**Question**

A cell of two iron atoms was converged eight times with non-collinear PBE and no spin-orbit coupling. The runs differ only in the directions of the two starting moments, which are of equal length.

Single-point, scalar-relativistic PBE calculations with non-collinear spins and no spin-orbit coupling for a two-atom Fe cell (P4/nmm, 11.77 Å³/atom), run with Ansatz (development build ahead of 0.2.0). All runs use hard PAW potentials, an 844 eV plane-wave cutoff, a 2×2×2 k mesh, Fermi-Dirac smearing of 0.272 eV, MSR1 mixing and starting moments of 2 μB per atom.

```csv
start angle (degree),final angle (degree),moment of site 1 (muB),absolute moment (muB),energy above lowest (meV/atom),iterations
5,62,2.23,4.82,0.0,37
10,62,2.24,4.82,0.0,32
15,62,2.23,4.82,0.0,35
20,0,2.16,4.56,8.5,30
27,62,2.24,4.82,0.0,27
35,62,2.23,4.82,0.0,23
45,62,2.23,4.82,0.0,20
70,62,2.24,4.82,0.0,18
```

The start angle and final angle are the angles between the two site moments before and after self-consistency. The moment of site 1 is the length of the spin vector inside one atomic sphere, the absolute moment is the integral of $|\mathbf m(\mathbf r)|$ over the two-atom cell, and the energy is the free energy per atom above the lowest end found.

(a) How many end states are there, and which has the larger moments?
(b) The runs that end at the same angle have differently oriented site vectors. What fixes the orientation?
(c) What is the simplest energy $E(\theta)$ with a minimum at the final angle found, and what does it imply near $\theta=0$?
(d) Why do small start angles need more iterations?
(e) Is 20° a boundary between two basins?
(f) What would change with the mesh, the geometry, spin-orbit coupling or the element?
(g) Which digits can be trusted?

**Model answer**

**(a)** There are two. Seven starts end canted at 62°; the 20° start ends as a collinear ferromagnet 8.5 meV/atom higher. Canting lengthens the site moment from 2.16 to about 2.23 $\mu_B$ (3.4 %) and raises the absolute moment from 4.56 to 4.82 $\mu_B$. The net moment of the cell, which the same runs give, falls from 4.56 to 4.05 $\mu_B$, because only the component along the bisector adds up. For two rigid arrows the ratio of net to absolute moment would be $\cos(62^\circ/2)=0.857$; the runs give 0.840.

*Remark.* A larger absolute moment with a smaller net moment signals non-parallel spins. The small shortfall against the cosine shows that two arrows describe most of the magnetisation but not all: twice the site moment makes up 0.947 of the absolute moment in the collinear state and 0.927 in the canted one.

**(b)** Without spin-orbit coupling, spin space is decoupled from the lattice and a common rotation of all spins costs nothing, so the seven canted ends are rotated copies of one state. The start selects the copy. The two sites are equivalent in this space group, and exchanging them while rotating the spins by 180° about the bisector of the two moments maps the starting density onto itself. Self-consistency keeps that symmetry, so the net moment stays on the bisector and the angle opens or closes symmetrically about it. The site vectors bear this out in all eight runs: the bisector moves by at most 0.12°, within the roughly 0.2° that the rounding of the vector components allows. The 20° run ends with both moments at 10°, halfway between its start directions.

*Remark.* The starts at 5°, 10°, 15° and 27° carry a warning that the seeded moment was not kept. Their ends equal those of the unflagged canted runs, so the warning marks no separate state.

**(c)** Spin-rotation symmetry lets the energy of two rigid moments depend only on $\cos\theta$. The Heisenberg term alone, $J_1\cos\theta$, is stationary only at 0° and 180°. Adding the next power gives
$$E=J_1\cos\theta+J_2\cos^2\theta,\qquad -\frac{dE}{d\theta}=(J_1+2J_2\cos\theta)\sin\theta .$$
For $J_2>0$ and $|J_1|<2J_2$ the bracket vanishes at $\cos\theta^*=-J_1/2J_2$, and completing the square gives $E(\theta)-E(\theta^*)=J_2(\cos\theta-\cos\theta^*)^2$. With $\cos 62^\circ=0.469$ and the collinear run as $E(0)$,
$$J_2=\frac{8.5}{(1-0.469)^2}\approx 30,\qquad J_1=-2(30)(0.469)\approx-28\ \text{meV/atom}.$$
Near zero, $E\approx E(0)+\tfrac12 K\theta^2$ with $K=-(J_1+2J_2)=-32$ meV/atom/rad². At 5°, or 0.087 rad, the energy gained is $\tfrac12(32)(0.087)^2=0.12$ meV/atom and the opening torque is $32\times0.087=2.8$ meV/atom/rad, against 12.1 at 35°.

The limits show how the state depends on the two terms. For $J_1=0$ the moments stand at 90°. For $-J_1>2J_2$ the ferromagnet is the minimum. Just inside that threshold $\theta^*$ is small and the gap shrinks as $J_2\theta^{*4}/4$, so a weakly canted state is far harder to tell from the ferromagnet than this one.

*Remark.* Two numbers fixed two constants, so the model is an interpolation and has passed no test. That 0° is a maximum follows from cutting the series at $\cos^2\theta$; higher powers could put a shallow minimum there. The constants also absorb the change of moment length and are no exchange integrals of iron. The energies of the first iteration fall with start angle in the sense of the model (9 meV per cell from 5° to 45°, model 13), but with residuals above 1 eV only the sign counts.

**(d)** $E$ is even in $\theta$, so the torque vanishes at 0° whatever the constants, and grows in proportion to $\theta$. The charge and the lengths of the moments are held by stiff restoring forces and settle first, towards the nearly collinear solution; the angle is the soft variable. Under plain descent, $d\theta/dt\propto\theta$ gives exponential growth, and the time to escape goes as $-\ln\theta_0$ for a start angle $\theta_0$. The iteration histories show the lingering directly. At iteration 15 the 5° run has an absolute moment of 4.56 $\mu_B$ and lies within 1 meV per cell of the collinear end, whereas the 45° and 70° runs have reached the canted energy.

Three straight-line fits to the iteration counts of the seven canted runs were compared, and the printed output after this text lists them. The descent time on the landscape of (c) leaves an rms misfit of 1.9 iterations, $\ln\theta_0$ leaves 2.2, and the plain distance $|\theta_0-62^\circ|$ does best with 1.6. In each the worst run is 15°, whose 35 iterations exceed the 32 of the 10° start and break the otherwise falling order of the canted runs.

*Remark.* The factor of two between 37 and 18 iterations is in the table and the lingering is in the histories, but the logarithmic law is not established, since a formula with no physics in it fits as well. Each angle is a single run of one mixer on an input chosen as a hard case, so slopes and counts do not carry over to other programs.

**(e)** No. The starts at 15° and 27° both cant, as do 5° and 10°, which begin nearer to the collinear state. The 20° run was probably still canted halfway through: at iteration 15 its absolute moment was 4.60 $\mu_B$ and its Harris-Foulkes energy lay 5 meV per cell below its own end. That energy is no strict bound away from self-consistency, but it sits in order between those of the 15° and 27° runs at the same iteration. The run then closed to 0° and converged to a residual below $10^{-7}$ eV.

A small residual marks a stationary point and says nothing on stability. Let the residual along the canting mode be $r=\lambda\theta$ with $\lambda>0$. Simple mixing with step $\alpha$ multiplies $\theta$ by $1+\alpha\lambda$ and moves away. A Newton or secant step, $-r/(dr/d\theta)=-\theta$, lands on zero for either sign of $\lambda$. A multisecant mixer such as the one used can therefore converge onto a saddle once its history has learned the slope. This run alone carries a warning of a negative dielectric reading, which fits an unstable mode.

*Remark.* The instability is argued and strongly suggested; a proof needs energies at constrained small angles. The iteration count gives no alarm: the three fits, which left this run out, predict 28 to 30 iterations and it took 30.

**(f)** Bulk bcc iron is a collinear ferromagnet, so the canting belongs to this calculation. In a two-atom cubic cell it amounts to a staggered transverse moment, $2.23\sin31^\circ\approx1.15\ \mu_B$, at the zone-boundary wave vector of the bcc lattice. Its energy comes from mixing majority states with minority states shifted by that vector. On a 2×2×2 mesh a few such pairs carry the whole sum, and a near degeneracy among them would be overweighted; that this causes the canting is a guess. The smearing width is 32 times the gap per atom, and the entropy term need not be equal in the two states.

The atoms are also off the ideal sites: the symmetry is tetragonal and the forces are 0.34 eV/Å in the canted state and 0.18 eV/Å in the collinear one, where ideal bcc has none. Along one cube axis the two atoms are shifted against each other by $u\approx0.077$ Å from the ideal spacing, which allows a harmonic estimate. If the forces $F$ point back to the ideal sites and grow in proportion to the shift, the energy released on the way is $\tfrac12Fu$ per cell, or 6.5 meV/atom in the canted state and 3.4 in the collinear one. The gap would then be about 3 meV/atom wider at the ideal sites, which counts against the displacement as the cause. The direction of the forces is assumed here; if both pointed away, the gap would shrink by as much and still favour canting. The forces also come from the same coarse mesh. All runs share mesh, smearing and geometry, so no direct comparison separates these influences, and nothing here can be laid on PBE.

For ideal bcc iron on a dense mesh with narrow smearing $K$ should be positive, starts in this range close to 0°, and the iteration trend should reverse, with small angles fastest. Spin-orbit coupling would release the bisector, but the anisotropy of a 3d metal is far below the exchange scale, so the common rotation would become the slowest mode. For other elements only the usual band-filling trend can guide, since none was run. Towards cobalt and nickel the fuller d band should favour parallel spins; towards manganese and chromium, near half filling, $J_1$ is expected to turn positive. In either case the slow starts would lie near whichever collinear state is unstable.

**(g)** The seven canted free energies agree to $10^{-5}$ eV, and the gap of 17.08 meV per cell gives 8.54 meV/atom, so 8.5 is numerically settled at these settings, though the collinear end comes from a single run. As a property of iron neither its size nor its sign is converged on this mesh. The final angle lies between 61.9° and 62.1°, and 2.23 against 2.24 $\mu_B$ is rounding. The zero of energy is the lowest end found: each run records one end, and no start is wider than 70°, so antiparallel and wide-angle states were never approached.

Numerical output:

```
gap 17.08 meV/cell = 8.54 meV/atom (table 8.5, floor 0.05); smearing/gap per atom 32; smearing 3158 K
m1 canted mean 2.234, collinear 2.16 muB: +0.07 (3.4%), floor 0.005
M_abs +0.26 muB (5.7%); net M -0.51 muB (-11.2%)
|m1+m2| canted 3.83, collinear 4.33 muB; over net M 0.946, 0.949
2*m1/M_abs canted 0.927, collinear 0.947; M/M_abs canted 0.840 vs cos(theta/2) 0.857
start(table, exact) end angle from vectors | bisector start, end, diff (deg; floor about 0.2)
  5   5.0  62.1 |   2.5   2.4 -0.08
 10  10.0  61.9 |   5.0   5.0 -0.05
 15  15.0  61.9 |   7.5   7.5 -0.00
 20  20.0   0.0 |  10.0  10.1 +0.12
 27  26.6  62.0 |  13.3  13.3 +0.00
 35  35.0  61.9 |  17.5  17.5 -0.01
 45  45.0  62.0 |  22.5  22.5 +0.02
 70  69.8  61.9 |  13.1  13.0 -0.12
end angle of canted rows 62.0 deg, range 61.9-62.1; worst bisector shift 0.12 deg
landscape (2 inputs, 2 constants, no test): J1 -28, J2 30 meV/atom; curvature at 0 -32, at min 47 meV/atom/rad^2
start | model drop from 0 deg meV/atom, torque meV/atom/rad | vs first row, meV/cell: model, Harris it1, it5 | it15: above canted meV/cell, M_abs (floor 1 meV)
  5 |  -0.12   2.8 |    0.0    0    0 |  16 4.56
 10 |  -0.48   5.4 |   -0.7    0   -1 |  16 4.54
 15 |  -1.06   7.8 |   -1.9   -1   -1 |  14 4.58
 20 |  -1.82   9.7 |   -3.4   -2   -2 |  12 4.60
 27 |  -3.05  11.5 |   -5.8   -3   -3 |   7 4.69
 35 |  -4.81  12.1 |   -9.4   -6   -5 |   1 4.81
 45 |  -6.79  10.1 |  -13.3   -9   -7 |   0 4.79
 70 |  -8.03  -7.1 |  -15.8  -17   -6 |   0 4.82
row 20: Harris energy at it15 minus own end -5 meV/cell; first row it15 minus collinear end -1
iterations = a + b x on canted rows (row 20 out: other end state); count floor 0.5
descent time: a 6.0, b 3.18, rms 1.9, worst row 15 (+4.1), row 20 predicted 29.0 vs 30
   residuals by row: -0.7 -1.5 +4.1 +1.0 +0.1 -1.6 -1.6 +1.1
ln(start): a 51.1, b -7.72, rms 2.2, worst row 15 (+4.8), row 20 predicted 28.0 vs 30
   residuals by row: -1.7 -1.4 +4.8 +2.0 +1.2 -0.7 -1.8 -0.4
distance to end (deg): a 13.8, b 0.39, rms 1.6, worst row 15 (+2.7), row 20 predicted 30.3 vs 30
   residuals by row: +0.8 -2.2 +2.7 -0.3 -0.7 -1.4 -0.4 +1.2
iterations first/last row 2.06; iterations per doubling of start angle (ln fit) -5.3
```
